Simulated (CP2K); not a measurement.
# BeTe in CP2K: work function with PBE

Aim: the work function of BeTe with PBE.

Program: CP2K 2026.2. These are calculated values, not measurements. Logs are shortened: lines on timing, memory, paths and dates and some standing lists are left out, and cuts for length are marked.

## Step 1: The cell of the first run

The cell holds a slab with vacuum, 8 atoms: a = 3.917 Å, b = 3.917 Å, c = 25.395 Å, α = 90.00°, β = 90.00°, γ = 120.00°.

## Step 2: Work function, PBE (the (1 1 1) slab of BeTe, cut from the database cell, not relaxed)

The input, bete_workfunction.inp:

```
&GLOBAL
  PROJECT bete_workfunction
  RUN_TYPE ENERGY_FORCE
  PRINT_LEVEL LOW
&END GLOBAL
&FORCE_EVAL
  METHOD QS
  &DFT
    BASIS_SET_FILE_NAME BASIS_MOLOPT_UZH
    POTENTIAL_FILE_NAME POTENTIAL_UZH
    &MGRID
      CUTOFF 850
      REL_CUTOFF 60
      NGRIDS 4
    &END MGRID
    &QS
      METHOD GPW
      EPS_DEFAULT 1.0E-10
    &END QS
    &KPOINTS
      SCHEME MONKHORST-PACK 8 8 1
      GAMMA_CENTERED T
      SYMMETRY T
      SYMMETRY_BACKEND SPGLIB
    &END KPOINTS
    &SCF
      SCF_GUESS ATOMIC
      EPS_SCF 1.0E-6
      MAX_SCF 100
      ADDED_MOS 22
      CHOLESKY OFF
      EPS_EIGVAL 1.0E-7
      &DIAGONALIZATION ON
        ALGORITHM STANDARD
      &END DIAGONALIZATION
      &MIXING ON
        METHOD BROYDEN_MIXING
        ALPHA 0.2
        BETA 1.5
        NBUFFER 8
      &END MIXING
      &SMEAR ON
        METHOD FERMI_DIRAC
        ELECTRONIC_TEMPERATURE [K] 580.226
      &END SMEAR
    &END SCF
    &XC
      &XC_FUNCTIONAL
        &GGA_X_PBE
        &END GGA_X_PBE
        &GGA_C_PBE
        &END GGA_C_PBE
      &END XC_FUNCTIONAL
    &END XC
    &PRINT
      &KPOINTS ON
      &END KPOINTS
      &MULLIKEN ON
      &END MULLIKEN
      &MO ON
        ENERGIES T
        OCCUPATION_NUMBERS T
        &EACH
          QS_SCF 0
        &END EACH
        ADD_LAST NUMERIC
      &END MO
      &LOWDIN ON
      &END LOWDIN
      &HIRSHFELD ON
        SHAPE_FUNCTION DENSITY
      &END HIRSHFELD
      &E_DENSITY_CUBE ON
        STRIDE 2
      &END E_DENSITY_CUBE
      &V_HARTREE_CUBE ON
        STRIDE 2
      &END V_HARTREE_CUBE
      &ELF_CUBE ON
        STRIDE 2
      &END ELF_CUBE
    &END PRINT
  &END DFT
  &SUBSYS
    &CELL
      ABC 3.9173715678 3.9173715678 25.3951915968
      ALPHA_BETA_GAMMA 90.0000000000 90.0000000000 119.9999999998
      PERIODIC XYZ
    &END CELL
    &COORD
      SCALED
      Te  0.0000000000 0.0000000000 0.2953314989
      Be  0.3333333333 0.6666666667 0.3268189606
      Te  0.3333333333 0.6666666667 0.4212813457
      Be  0.6666666667 0.3333333333 0.4527688074
      Te  0.6666666667 0.3333333333 0.5472311926
      Be  0.0000000000 0.0000000000 0.5787186543
      Te  0.0000000000 0.0000000000 0.6731810394
      Be  0.3333333333 0.6666666667 0.7046685011
    &END COORD
    &KIND Te
      BASIS_SET TZVP-MOLOPT-PBE-GTH-q6
      POTENTIAL GTH-PBE-q6
    &END KIND
    &KIND Be
      BASIS_SET TZVP-MOLOPT-PBE-GTH-q4
      POTENTIAL GTH-PBE-q4
    &END KIND
    &PRINT
      &ATOMIC_COORDINATES ON
      &END ATOMIC_COORDINATES
      &CELL ON
      &END CELL
      &SYMMETRY ON
      &END SYMMETRY
    &END PRINT
  &END SUBSYS
  &PRINT
    &FORCES ON
    &END FORCES
  &END PRINT
&END FORCE_EVAL
```

Potentials or basis: POTENTIAL_UZH Te GTH-PBE-q6, Be GTH-PBE-q4; TZVP-MOLOPT-PBE-GTH basis.

The run is started by

```
$ OMP_NUM_THREADS=2 cp2k.psmp -i bete_workfunction.inp -o bete_workfunction.out
```

bete_workfunction.out:

```text

 CP2K| version string:                                       CP2K version 2026.2
 CP2K| Input file name                                     bete_workfunction.inp

 GLOBAL| Force Environment number                                              1
 GLOBAL| Basis set file name                                    BASIS_MOLOPT_UZH
 GLOBAL| Potential file name                                       POTENTIAL_UZH
 GLOBAL| MM Potential file name                                     MM_POTENTIAL
 GLOBAL| Coordinate file name                                      __STD_INPUT__
 GLOBAL| Method name                                                        CP2K
 GLOBAL| Project name                                          bete_workfunction
 GLOBAL| Run type                                                   ENERGY_FORCE
 GLOBAL| FFT library                                                       FFTW3
[... 5 lines left out ...]
 GLOBAL| Global print level                                                  LOW
 GLOBAL| Total number of message passing processes                             1
 GLOBAL| Number of threads for this process                                    2
 GLOBAL| CPU model name                          Intel(R) Xeon(R) Platinum 8488C

 CELL| Volume [angstrom^3]:                                           337.498354
 CELL| Vector a [angstrom]:       3.917     0.000     0.000   |a| =     3.917372
 CELL| Vector b [angstrom]:      -1.959     3.393     0.000   |b| =     3.917372
 CELL| Vector c [angstrom]:       0.000     0.000    25.395   |c| =    25.395192
 CELL| Angle (b,c), alpha [degree]:                                    90.000000
 CELL| Angle (a,c), beta  [degree]:                                    90.000000
 CELL| Angle (a,b), gamma [degree]:                                   120.000000
 CELL| Numerically orthorhombic:                                              NO
 CELL| Periodicity                                                           XYZ

 CELL_REF| Volume [angstrom^3]:                                       337.498354
 CELL_REF| Vector a [angstrom     3.917     0.000     0.000   |a| =     3.917372
 CELL_REF| Vector b [angstrom    -1.959     3.393     0.000   |b| =     3.917372
 CELL_REF| Vector c [angstrom     0.000     0.000    25.395   |c| =    25.395192
 CELL_REF| Angle (b,c), alpha [degree]:                                90.000000
 CELL_REF| Angle (a,c), beta  [degree]:                                90.000000
 CELL_REF| Angle (a,b), gamma [degree]:                               120.000000
 CELL_REF| Numerically orthorhombic:                                          NO
 CELL_REF| Periodicity                                                       XYZ
[... 10 lines left out ...]

  Total number of            - Atomic kinds:                                   2
                             - Atoms:                                          8
                             - Shell sets:                                     8
                             - Shells:                                        48
                             - Primitive Cartesian functions:                 40
                             - Cartesian basis functions:                    100
                             - Spherical basis functions:                     96

  Maximum angular momentum of- Orbital basis functions:                        2
                             - Local part of the GTH pseudopotential:          6
                             - Non-local part of the GTH pseudopotential:      4

 MODULE QUICKSTEP: ATOMIC COORDINATES IN ANGSTROM

   Atom Kind Element         X             Y             Z       Z(eff)     Mass
      1    1 Te   52      0.000000      0.000000      7.500000   6.0000 127.6000
      2    2 Be    4     -0.000000      2.261696      8.299630   4.0000   9.0122
      3    1 Te   52     -0.000000      2.261696     10.698520   6.0000 127.6000
      4    2 Be    4      1.958686      1.130848     11.498151   4.0000   9.0122
      5    1 Te   52      1.958686      1.130848     13.897041   6.0000 127.6000
      6    2 Be    4      0.000000      0.000000     14.696671   4.0000   9.0122
      7    1 Te   52      0.000000      0.000000     17.095561   6.0000 127.6000
      8    2 Be    4     -0.000000      2.261696     17.895192   4.0000   9.0122

 Crystal Symmetry Information
       International Symbol:                                                P3m1
       Point Group Symbol:                                                    3m
       Schoenflies Symbol:                                                 C3v^1
[... 58 lines left out ...]
 Number of independent orbital functions:                                     96

 SCF WAVEFUNCTION OPTIMIZATION

  Step     Update method      Time    Convergence         Total energy    Change
  ------------------------------------------------------------------------------
     1 NoMix/Diag. 0.20E+00    2.0     1.43459157       -92.1653157155 -9.22E+01
     2 Broy./Diag. 0.20E+00    2.7     0.02653922       -91.0543439942  1.11E+00
     3 Broy./Diag. 0.20E+00    3.1     1.67137579       -90.9670519745  8.73E-02
     4 Broy./Diag. 0.20E+00    3.2     0.19614190       -91.3347931496 -3.68E-01
     5 Broy./Diag. 0.20E+00    3.5     0.93279167       -91.3125841229  2.22E-02
     6 Broy./Diag. 0.20E+00    3.2     0.13298466       -91.2010710660  1.12E-01
     7 Broy./Diag. 0.20E+00    3.4     0.36075826       -91.2163178225 -1.52E-02
     8 Broy./Diag. 0.20E+00    3.8     0.01014421       -91.1346865010  8.16E-02
     9 Broy./Diag. 0.20E+00    3.5     0.02033063       -91.1942071971 -5.95E-02
    10 Broy./Diag. 0.20E+00    3.0     0.04742552       -91.2440399723 -4.98E-02
    11 Broy./Diag. 0.20E+00    3.1     0.10654677       -91.2813174634 -3.73E-02
[... 14 lines left out ...]
    26 Broy./Diag. 0.20E+00    3.8     0.00002307       -91.3357873826  3.05E-04
    27 Broy./Diag. 0.20E+00    3.0     0.00001288       -91.3356137762  1.74E-04
    28 Broy./Diag. 0.20E+00    3.0     0.00002993       -91.3355132003  1.01E-04
    29 Broy./Diag. 0.20E+00    2.8     0.00000369       -91.3355418464 -2.86E-05
    30 Broy./Diag. 0.20E+00    3.0     0.00001685       -91.3355835699 -4.17E-05
    31 Broy./Diag. 0.20E+00    3.0     0.00000229       -91.3356129269 -2.94E-05
    32 Broy./Diag. 0.20E+00    3.0     0.00000492       -91.3356753734 -6.24E-05
    33 Broy./Diag. 0.20E+00    2.9     0.00000109       -91.3356845659 -9.19E-06
    34 Broy./Diag. 0.20E+00    3.3     0.00000390       -91.3356829841  1.58E-06
    35 Broy./Diag. 0.20E+00    3.1     0.00000081       -91.3356798608  3.12E-06

  *** SCF run converged in    35 steps ***

  Electronic density on regular grids:        -39.9999999981        0.0000000019
  Core density on regular grids:               39.9999999923       -0.0000000077
  Total charge density on r-space grids:       -0.0000000058
  Total charge density g-space grids:          -0.0000000058

  Overlap energy of the core charge distribution:               0.00000000053383
  Self energy of the core charge distribution:               -126.19737036216685
  Core Hamiltonian energy:                                     16.10394861815493
  Hartree energy:                                              37.31635580290525
  Exchange-correlation energy:                                -18.55728506682754
  Electronic entropic energy:                                  -0.00132885204080
  Fermi energy:                                                 0.01796493203101

  Total energy:                                               -91.33567986084761
  Total energy (extrapolated to T->0):                        -91.33501543482721

 MO| EIGENVALUES AND OCCUPATION NUMBERS FOR K POINT 1
 MO|
 MO|  Index      Eigenvalue [a.u.]        Eigenvalue [eV]             Occupation
 MO|      1              -3.768433            -102.544283               2.000000
 MO|      2              -3.729705            -101.490443               2.000000
 MO|      3              -3.691951            -100.463097               2.000000
 MO|      4              -3.659273             -99.573893               2.000000
 MO|      5              -0.453993             -12.353773               2.000000
 MO|      6              -0.423182             -11.515361               2.000000
[... 466 lines left out ...]
 MO|     41               0.482373              13.126026               0.000000
 MO|     42               0.494045              13.443636               0.000000
 MO| Sum:                                                              40.426173
 MO| E(Fermi):            0.017965 a.u.          0.488851 eV

 The electron density is written in Cube    file format to the file:

 bete_workfunction-ELECTRON_DENSITY-1_0.cube

 !-----------------------------------------------------------------------------!
                     Mulliken Population Analysis

 #  Atom  Element  Kind  Atomic population                           Net charge
       1     Te       1          6.270489                             -0.270489
       2     Be       2          3.721484                              0.278516
       3     Te       1          6.304907                             -0.304907
       4     Be       2          3.671091                              0.328909
       5     Te       1          6.331719                             -0.331719
       6     Be       2          3.673398                              0.326602
       7     Te       1          6.279737                             -0.279737
       8     Be       2          3.747177                              0.252823
 # Total charge                             40.000000                 -0.000000

 !-----------------------------------------------------------------------------!

 !-----------------------------------------------------------------------------!
                           Hirshfeld Charges

  #Atom  Element  Kind  Ref Charge     Population                    Net charge
      1       Te     1       6.000          6.060                        -0.060
      2       Be     2       4.000          4.007                        -0.007
      3       Te     1       6.000          5.993                         0.007
      4       Be     2       4.000          4.004                        -0.004
      5       Te     1       6.000          5.994                         0.006
      6       Be     2       4.000          4.004                        -0.004
      7       Te     1       6.000          6.001                        -0.001
      8       Be     2       4.000          3.938                         0.062

  Total Charge                                                           -0.000
 !-----------------------------------------------------------------------------!

 LOWDIN POPULATION ANALYSIS

 #  Atom  Element  Kind  Atomic population                           Net charge
       1     Te       1          5.953034                              0.046966
       2     Be       2          4.158555                             -0.158555
       3     Te       1          5.849420                              0.150580
       4     Be       2          4.142030                             -0.142030
       5     Te       1          5.858022                              0.141978
       6     Be       2          4.142353                             -0.142353
       7     Te       1          5.921238                              0.078762
       8     Be       2          3.975348                              0.024652
 # Total charge                             40.000000                  0.000000

               ----- ELF is computed on the real space grid -----

 ELF is written in Cube    file format to the file:

 bete_workfunction-ELF_S1-1_0.cube

 ENERGY| Total FORCE_EVAL ( QS ) energy [hartree]            -91.335665185857067

 FORCES| Atomic forces [hartree/bohr]
 FORCES|   Atom     x               y               z               |f|
 FORCES|      1 -1.20212094E-08  3.19206817E-07 -1.27509554E-02   1.27509554E-02
 FORCES|      2  1.35603925E-08 -5.96297544E-08 -2.72540672E-03   2.72540672E-03
 FORCES|      3 -1.19077455E-08  4.76395647E-08  1.00088985E-02   1.00088985E-02
 FORCES|      4  1.23599025E-08 -3.22437222E-08 -8.98243618E-03   8.98243618E-03
 FORCES|      5 -1.08752407E-08  2.52559904E-08  9.43184574E-03   9.43184574E-03
 FORCES|      6  1.29614147E-08 -2.97612827E-08 -1.13497561E-02   1.13497561E-02
 FORCES|      7 -9.04133325E-09 -2.19446234E-07  2.49125309E-02   2.49125309E-02
 FORCES|      8  9.13256645E-09 -5.34259914E-08 -8.60396816E-03   8.60396816E-03
 FORCES| Sum     4.16874730E-09 -2.40461316E-09 -5.92474275E-05
 FORCES| Total atomic force                                       5.92474277E-05
```

Run time: 2 min. Hardware: 2 threads of Intel Xeon Platinum 8488C (Sapphire Rapids), shared host; peak memory 1.8 GiB.

Results:

```yaml
Free_energy: -2485.3698 eV
Largest_force: 1.281 eV/Å
Band_gap_on_the_k_mesh: none (metal or under the smearing width)
Mulliken_charges: Te -0.27, -0.30, -0.33, -0.28; Be +0.28, +0.33, +0.25 e
Hirshfeld_charges: Te -0.06, +0.01, -0.00; Be -0.01, -0.00, +0.06 e
Work_function_of_the_upper_face: 3.63 eV
Work_function_of_the_lower_face: 5.37 eV
```

Forces in eV/Å, atoms in the order of the input:
```
Te   0.000  0.000 -0.656
Be   0.000  0.000 -0.140
Te   0.000  0.000  0.515
Be   0.000  0.000 -0.462
Te   0.000  0.000  0.485
Be   0.000  0.000 -0.584
Te   0.000  0.000  1.281
Be   0.000  0.000 -0.442
```

Levels at points of the mesh, in eV from the Fermi level:
```
           k point  band 17  band 18  band 19  band 20  band 21  band 22  band 23  band 24
(0.00, 0.00, 0.00)    -0.86    -0.47     0.32     0.32     0.48     1.60     2.38     2.65
(0.00, 0.50, 0.00)    -2.58    -2.31    -1.11    -0.44     0.07     1.34     2.18     2.54
```

Caveat: Mulliken charges move with the basis; the two faces differ and no dipole correction was set, so the vacuum level slopes; the basis of atomic orbitals isn't converged, which shifts pressures, moduli and gaps. The run has no spin-orbit coupling, so splittings on Te are missing.
